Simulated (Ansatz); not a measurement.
Predict the output of the script below (Ansatz's Python interface).

`lattice_nb.py`
```python
# -*- coding: utf-8 -*-
"""Relaxed cell of Nb under several functionals."""

import ansatz as az
import numpy as np

config = {
    "kmesh": (11, 11, 11),
    "width_ev": 0.05,
}

def edges_and_angles(cell):
    cell = np.asarray(cell)
    a, b, c = np.linalg.norm(cell, axis=1)
    cosines = cell[1] @ cell[2] / (b * c), cell[0] @ cell[2] / (a * c), cell[0] @ cell[1] / (a * b)
    return (a, b, c, *np.degrees(np.arccos(cosines)))


def main():
    system = (
        az.Lattice.fcc(4.23)
        .space_group(225)
        .atom("Nb", (0.0, 0.0, 0.0))
        .primitive()
    )

    base = (
        system.calculation()
        .pseudopotentials("paw", azcp={"folder": "soft_1"})
        .basis(18 * az.Ha)
        .kpoints(*config["kmesh"])
        .occupations(az.OccupationsMethod.METHFESSEL_PAXTON, width=config["width_ev"])
        .relax(cell=True)
    )

    levels = [("lda", "none"), ("pbe", "none"), ("pbe", "d4")]
    print("level            a       b       c    alpha   beta  gamma  V/atom  steps")
    for name, dispersion in levels:
        seen = []
        run = base.functional(name, dispersion=dispersion).session().plan()
        outcome = run.execute(on_event=lambda e: seen.append(e) if e["event"] == "relax_step" else None)
        cell = outcome.lattice.cell_ang
        label = name if dispersion == "none" else f"{name}+{dispersion}"
        print("{:13s} {:7.4f} {:7.4f} {:7.4f} {:6.2f} {:6.2f} {:6.2f}".format(label, *edges_and_angles(cell)), f"{abs(np.linalg.det(cell)) / len(outcome.lattice.sites):7.3f} {len(seen):5d}")


if __name__ == "__main__":
    main()
```

```console
$ python lattice_nb.py
level            a       b       c    alpha   beta  gamma  V/atom  steps
DeckWarning: soft_1/Nb.paw.azcp: the record states the generating functional pbe (its physics header spells it `PBE`), which answers neither for hamiltonian.xc's functional nor for the lda family's — [...]
lda            2.9254  2.9254  2.9254  60.00  60.00  60.00  17.703     5
pbe            2.9793  2.9793  2.9793  60.00  60.00  60.00  18.699     5
pbe+d4         2.9635  2.9635  2.9635  60.00  60.00  60.00  18.403     5
```
(Warnings from the package without file and line, shortened.)

From smallest to largest: LDA (17.70 Å³ an atom, -6.4 % against the start), PBE+D4 (18.40 Å³ an atom, -2.7 % against the start) and PBE (18.70 Å³ an atom, -1.2 % against the start). The spread is 5.6 % in volume.

Notes:
- No spin polarisation was allowed.
- Dispersion corrections can be off by several per cent in the lattices of metals, and by several GPa in the pressure at a fixed cell.
- For a metal this k-point mesh is coarse: on a finer one energies can move by several to tens of meV an atom and pressures by half a GPa or more, differences at one mesh by less.
- Edges and angles are those of the cell as typed, here a primitive one, not of the conventional cell.
- The PAW files read here were made with PBE, not with each functional that runs on them.
- This isn't the structure that Nb takes at ambient conditions.
- The whole script took 9.7 s on 1 thread of Intel(R) Xeon(R) Processor @ 2.30GHz, with other jobs on the host, peak memory 0.49 GiB.
